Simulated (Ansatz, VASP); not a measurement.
# TiO2: VASP beside Ansatz

File POSCAR:

```
TiO2
1.0
    2.7060340000     -2.7066550000      0.0000000000
    2.7060340000      2.7066550000      0.0000000000
   -2.6335310000      0.0000000000      4.7966370000
Ti O
2 4
Direct
    0.1341100000      0.8658900000      0.2500000000
    0.8658900000      0.1341100000      0.7500000000
    0.3312210000      0.0887550000      0.6671490000
    0.6687790000      0.9112450000      0.3328510000
    0.9112450000      0.6687790000      0.8328510000
    0.0887550000      0.3312210000      0.1671490000
```

Contents of INCAR.step1:

```
PREC = Accurate
ENCUT = 520
ISMEAR = 0
SIGMA = 0.02
LREAL = F
LASPH = T
NELM = 80
NBANDS = 33
GGA = PE
ALGO = Normal
EDIFF = 1E-4
LWAVE = T
LCHARG = F
```

The input INCAR.step2:

```
PREC = Accurate
ENCUT = 520
EDIFF = 1E-7
ISMEAR = 0
SIGMA = 0.02
LREAL = F
LASPH = T
NELM = 80
ALGO = Normal
ISIF = 2
LWAVE = F
LCHARG = T
METAGGA = R2SCAN
LMIXTAU = T
LELF = T
LVHAR = T
NBANDS = 33
ISTART = 1
```

Contents of KPOINTS:

```
regular mesh
0
Gamma
  4 4 2
```

Input for Ansatz:

```yaml
crystal:
  lattice:
    - [2.706034, -2.706655, 0.0]
    - [2.706034, 2.706655, 0.0]
    - [-2.633531, 0.0, 4.796637]
  atoms:
    - { symbol: Ti, position: [0.13411, 0.86589, 0.25] }
    - { symbol: Ti, position: [0.86589, 0.13411, 0.75] }
    - { symbol: O, position: [0.331221, 0.088755, 0.667149] }
    - { symbol: O, position: [0.668779, 0.911245, 0.332851] }
    - { symbol: O, position: [0.911245, 0.668779, 0.832851] }
    - { symbol: O, position: [0.088755, 0.331221, 0.167149] }
basis:
  ecutwfc: 500
kpoints:
  mp_grid: { grid: [4, 4, 2] }
hamiltonian:
  xc: r2scan
scf:
  occupations: { method: gaussian, width: 0.02 }
output:
  forces: true
  stress: true
  eigenvalues: true
```

Alike in both runs: task single point; functional r2SCAN; k mesh 4 × 4 × 2; occupations gaussian, width 0.02 eV; no spin polarisation.

|  | VASP | Ansatz |
| --- | --- | --- |
| version | VASP 6.6.1 | Ansatz 0.2.0 |
| potentials or method | VASP PAW PBE potentials, release 64 (Ti_sv, O) | scalar-relativistic, plane waves, PAW |
| plane-wave cutoff (eV) | 520 | 500 |
| valence electrons in the cell | 48 | 48 |

|  | VASP | Ansatz | Ansatz less VASP |
| --- | --- | --- | --- |
| gap on the k mesh at the Fermi level (eV) | 2.46 | 2.44 | -0.021 |
| least direct gap on the mesh (eV) | 2.91 | 2.89 | -0.024 |
| pressure (GPa) | -5.2 | -6.3 | -1.12 |
| largest component of the traceless stress (GPa) | 0.29 | 0.38 | +0.092 |
| rms of the force components (eV/Å) | 0.095 | 0.107 | +0.0122 |

Atom by atom the forces differ by 0.021 eV/Å (rms over components).

Caveats: the k mesh is coarse (spacing up to 0.65 Å⁻¹), so the values aren't converged; the PAW data sets were made with another functional, which shifts forces and pressure a little (VASP). r2SCAN opens gaps a little over a GGA but as a rule still falls short of measured ones. A k mesh can miss the band edges.
